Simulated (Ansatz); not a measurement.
SrCl₂: the change of energy above given cell and pressure with volume ratio

All results are calculated (Ansatz 0.2.0). Plane-wave density functional theory, PAW datasets, Gaussian smearing 0.05 eV: equation of state, the given cell scaled in volume with shape and atoms relaxed at each volume.

The cell before it is scaled or strained:
```
SrCl2
1.0
      2.4417     1.4097     3.9901
     -2.4417     1.4097     3.9901
      0.0000    -2.8194     3.9901
Sr Cl
1 2
Direct
  0.00000 0.00000 0.00000
  0.24990 0.24990 0.24990
  0.75010 0.75010 0.75010
```

Settings of every row: paw set soft_2; functional PBEsol; spin treatment none; moment partition spheres; spin axis none; wave cutoff 420 eV; k mesh 8x8x8; symmetry use detected.

Atom hubbard u: 0 on all atoms.

Limits: no dispersion term, layers or molecules are underbound; the cell comes from a prototype or a list of computed structures and needn't be the stable phase.

```csv
row,volume ratio,V (Å³/atom),energy above given cell (meV per atom),pressure (GPa)
1,0.96,26.37,5.65,1.71
2,0.98,26.919,?,?
3,1,27.469,0,0.003
4,1.02,28.018,1.25,-0.719
5,1.04,28.568,4.84,-1.364
```

Question: what energy above given cell and pressure should row 2 give?

Worked fit of energy above given cell. Take u = (V_r/V)^(2/3) − 1 with V_r = 27.744 Å³ an atom, which is twice the finite (Eulerian) strain; such expansions in the strain, on which the Birch-Murnaghan equation of state is built, carry the rest volume and the bulk modulus. The shown rows have u = 0.03444, 0.00666, -0.00653, -0.01932. Least squares give energy above given cell = 0.315 − 94.5 × u + 7241.1 × u² meV per atom; a straight line predicts inner rows, each left out in turn, worse (root mean square 3.2 against 0.019 meV per atom). The rows lie off it by 0.00, -0.01, 0.01, 0.00. Its lowest point lies at u = 0.0065, or V = 27.47 Å³ an atom, and the curvature there gives the bulk modulus with shape and atoms relaxed, B = (4/9)(1 + u)² E″(u)/V = 38 GPa. The withheld row has u = 0.02033, so the fit gives 0.315 − 94.5 × (0.02033) + 7241.1 × (0.02033)² = 1.39 meV per atom.

The calculation gave 1.37 meV per atom. The fit lies 0.02 meV per atom (1.5 % of the value, 0.35 % of the column's range) above it; its largest miss of a shown row is 0.01 meV per atom.

Worked fit of pressure. Take u = (V_r/V)^(2/3) − 1 with V_r = 27.744 Å³ an atom, which is twice the finite (Eulerian) strain; such expansions in the strain, on which the Birch-Murnaghan equation of state is built, carry the rest volume and the bulk modulus. The shown rows have u = 0.03444, 0.00666, -0.00653, -0.01932. Least squares give pressure = −0.3687 + 54.696 × u + 164.37 × u² GPa; a straight line predicts inner rows, each left out in turn, worse (root mean square 0.073 against 0.00032 GPa). All shown rows lie on it to the printed digit. The pressure vanishes at u = 0.0066, or V = 27.47 Å³ an atom, and there the bulk modulus with shape and atoms relaxed is B = −V dP/dV = (2/3)(1 + u) dP/du = 38.2 GPa. The withheld row has u = 0.02033, so the fit gives −0.3687 + 54.696 × (0.02033) + 164.37 × (0.02033)² = 0.811 GPa.

The calculation gave 0.809 GPa. The fit lies 0.002 GPa (0.065 % of the column's range) above it; its largest miss of a shown row is 0.000 GPa.
